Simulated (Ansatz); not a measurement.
Input and command of a calculation in Ansatz (plane waves; scalar-relativistic PAW potentials unless the input names others):

```yaml
crystal:
  lattice:
    - [-1.5372686988, 1.5372686988, 4.1483787927]
    - [1.5372686988, -1.5372686988, 4.1483787927]
    - [1.5372686988, 1.5372686988, -4.1483787927]
  atoms:
    - { symbol: Al, position: [0.6590760825, 0.6590760825, 0.0] }
    - { symbol: Al, position: [0.3409239175, 0.3409239175, 0.0] }
    - { symbol: Ru, position: [0.0, 0.0, 0.0] }
basis:
  ecutwfc: "200 eV"
kpoints:
  mp_grid: { grid: [22, 22, 22] }
hamiltonian:
  xc: pbesol
scf:
  occupations: { method: gaussian, width: 0.15 }
  convergence: { dr2_threshold: 1.0e-08 }
  n_extra_bands: 32
output:
  forces: true
  eigenvalues: true
  stress: true
```

```bash
ansatz run input.yaml --threads 2 --pin off --max-ram 5120MiB --backend cpu --events-out ev --progress --plain --runs-dir out
```

Abridged log:
```
Warning: basis.ecutwfc = 200 eV is below the records' recommended 420 eV, and the density's cutoff is lower with it unless basis.ecutrho_ratio is high enough to keep the records' density cutoff: compare with a run at a higher cutoff
Warning: output.stress: scf.convergence.dr2_threshold = 1e-8 eV is looser than the 3e-10 eV advised for a printed stress (1e-10 eV for each atom of the cell: 3). ...
Basis set: ecut = 200 eV, 261 PW (Γ), FFT grids on a1+a3, a2+a3, a3, exchange–correlation on 30×30×48 points (8 copies of the dense FFT grid, shifted against one another)
Bands: 43, of which v1, the nominal top of the filled ones, is band 11 counted from 1 (10 counted from 0)
Symmetry: 16 space group operations
k-points: 834 of 10648
SCF iter   1: F=—  HF=-6858.784793 eV  |F-HF|=—  |Δ(HF+E_count)|=         —  Δρ=1.00e-1  dr2=2.95e0  ethr=1.77e-3  ⟨swp⟩=5.2  Hψ=164281  notcnv=0  defer=11440
SCF iter   2: F=—  HF=-6858.061515 eV  |F-HF|=—  |Δ(HF+E_count)|=   7.23e-1  Δρ=3.92e-2  dr2=5.09e-1  ethr=1.77e-3  ⟨swp⟩=2.0  Hψ=56781  notcnv=0  defer=20987
SCF iter   3: F=—  HF=-6857.950422 eV  |F-HF|=—  |Δ(HF+E_count)|=   1.11e-1  Δρ=4.58e-3  dr2=6.50e-3  ethr=1.77e-3  ⟨swp⟩=2.7  Hψ=26848  notcnv=0  defer=20987
SCF iter   4: F=—  HF=-6857.949470 eV  |F-HF|=—  |Δ(HF+E_count)|=   9.53e-4  Δρ=1.35e-3  dr2=5.50e-4  ethr=2.95e-5  ⟨swp⟩=1.2  Hψ=39856  notcnv=0  defer=21143
SCF iter   5: F=—  HF=-6857.949453 eV  |F-HF|=—  |Δ(HF+E_count)|=   1.72e-5  Δρ=1.50e-4  dr2=9.16e-6  ethr=2.50e-6  ⟨swp⟩=1.1  Hψ=15396  notcnv=0  defer=21143
SCF iter   6: F=—  HF=-6857.948460 eV  |F-HF|=—  |Δ(HF+E_count)|=   9.93e-4  Δρ=2.00e-5  dr2=5.95e-8  ethr=4.17e-8  ⟨swp⟩=2.1  Hψ=21297  notcnv=0  defer=21164
SCF iter   7: F=-6857.948460 eV  HF=-6857.948460 eV  |F-HF|=4.43e-9  |Δ(HF+E_count)|=   1.57e-8  Δρ=3.84e-6  dr2=6.11e-9  ethr=4.55e-11  ⟨swp⟩=9.9  Hψ=216264  notcnv=0
SCF 1 converged in 7 iterations: F = -6857.948460 eV  dr2 = 6.11e-9
SCF converged after 7 iterations
Free energy (F): -6857.948460 eV
Harris-Foulkes:  -6857.948460 eV  (|F-HF|=4.43e-9)
Internal energy: -6857.945057 eV  (E = F + TS)
E sigma→0 (E₀):  -6857.946759 eV
Entropy (-TS):   -0.003402 eV (-1.134 meV/atom)
Fermi energy:    14.995554 eV
--- Forces (eV/Å), atoms counted from 1 ---
  atom   1  Al     0.00000000     0.00000000    -0.25541983
  atom   2  Al     0.00000000     0.00000000     0.25541983
  atom   3  Ru     0.00000000     0.00000000     0.00000000
--- Stress (GPa, compression-positive) ---
        8.443033       0.000000       0.000000
        0.000000       8.443033       0.000000
        0.000000       0.000000       4.697823
  P = ⅓ Tr σ = 7.1946 GPa (71.946 kbar)
```

Apart from outputs, the input differs from a reference run on usual settings in basis.ecutwfc: 420 → "200 eV"; scf.convergence.dr2_threshold: not typed → 1e-08; scf.n_extra_bands: not typed → 32. The reference, at the same geometry (not necessarily relaxed), gave pressure 9.15 GPa, largest force 0.158 eV/Å, no gap on the mesh. This run converged in 7 SCF iterations (reference: 7) with an energy at zero smearing 3.2 eV/atom above the reference's, pressure 7.19 GPa, largest force 0.255 eV/Å, no gap on the mesh. Its cutoff is looser than usual, and the result moved.

The run took 8.3 s on 2 threads of Intel(R) Xeon(R) Platinum 8488C (Sapphire Rapids) (shared host), peak memory 0.7 GiB.